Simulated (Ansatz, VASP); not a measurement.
## LiF: VASP beside Ansatz

```
Li F
1.0
     0.00000    2.01400    2.01400
     2.01400    0.00000    2.01400
     2.01400    2.01400    0.00000
Li F
1 1
Direct
  0.00000 0.00000 0.00000
  0.50000 0.50000 0.50000
```

Alike in both runs: task single point; functional PBE; k mesh 10 × 10 × 10; occupations fermi-dirac, width 0.03 eV; no spin polarisation.

|  | VASP | Ansatz |
| --- | --- | --- |
| version | VASP 6.6.1 | Ansatz 0.2.0 |
| potentials or method | VASP PAW PBE potentials, release 64 (Li_sv, F), cutoff 520 eV | all-electron LAPW, scalar-relativistic |

|  | VASP | Ansatz | Ansatz less VASP |
| --- | --- | --- | --- |
| gap on the k mesh at the Fermi level (eV) | 9.09 | 9.07 | -0.020 |

Ansatz ran all-electron here, so the differences hold the error of VASP's frozen core and of both bases.

 A k mesh can miss the band edges.
